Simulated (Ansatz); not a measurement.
Computed with DFT PBE, scalar-relativistic, plane waves, PAW (Ansatz). Settings: cutoff 420 eV, Γ-centred meshes spaced at most about 0.3 Å⁻¹ (2π included), Gaussian smearing. No spin polarisation in the final relaxations.

All energies are static (0 K, no zero-point motion). Lower structures may exist.

Question: Which of these relaxed structures of TiO₂ is the lowest in energy?
A.

Space group P-6m2 (No. 187). a = 2.882 Å, b = 2.882 Å, c = 6.021 Å, α = 90.00°, β = 90.00°, γ = 120.00°
```
atom  site  symmetry       x       y       z
  Ti    1a      -6m2  0.0000  0.0000  0.0000
   O    2h       3m. 0.3333  0.6667  0.1871
```

B.

Space group I4_1/amd:1 (No. 141). a = 3.800 Å, b = 3.800 Å, c = 9.696 Å, α = 90.00°, β = 90.00°, γ = 90.00°
| atom | site | symmetry | x | y | z |
| --- | --- | --- | --- | --- | --- |
| Ti | 4a | -4m2 | 0.0000 | 0.0000 | 0.0000 |
| O | 8e | 2mm. | 0.0000 | 0.0000 | 0.2065 |

C.

Space group P-3m1 (No. 164). a = 2.990 Å, b = 2.990 Å, c = 5.512 Å, α = 90.00°, β = 90.00°, γ = 120.00°
```json
{"atom": "Ti", "site": "1b", "symmetry": "-3m.", "x": "0.0000", "y": "0.0000", "z": "0.5000"}
{"atom": "O", "site": "2d", "symmetry": "3m.", "x": "0.3333", "y": "0.6667", "z": "0.6750"}
```

D.

Space group P4_2/mnm (No. 136). a = 4.643 Å, b = 4.643 Å, c = 2.964 Å, α = 90.00°, β = 90.00°, γ = 90.00°
| atom | site | symmetry | x | y | z |
| --- | --- | --- | --- | --- | --- |
| Ti | 2a | m.mm | 0.0000 | 0.0000 | 0.0000 |
| O | 4f | m.2m | 0.3051 | 0.3051 | 0.0000 |

Answer: B. It has the anatase type, space group I4_1/amd (No. 141); the next, D, with the rutile type, space group P4_2/mnm (No. 136), lies 32 meV/atom higher. Counting O atoms around Ti (those within 1.25 times the shortest such distance or 1.15 times the sum of covalent radii), the lowest and the next both have Ti 6.

Weakly bound directions are ill-defined at this level, which has no dispersion term (P-3m1, P-6m2), and this can change margins and order among such cells. The I4_1/amd cell at 11.7 Å³/atom was relaxed from a cell as deposited in COD. The P4_2/mnm cell at 10.6 Å³/atom was relaxed from a cell as deposited in COD. With atoms moved at random, I4_1/amd came back. Other cells relaxed within their symmetry can be saddle points. Some structure types and database cells were kept out of the candidates from the start, so a known form may be missing.
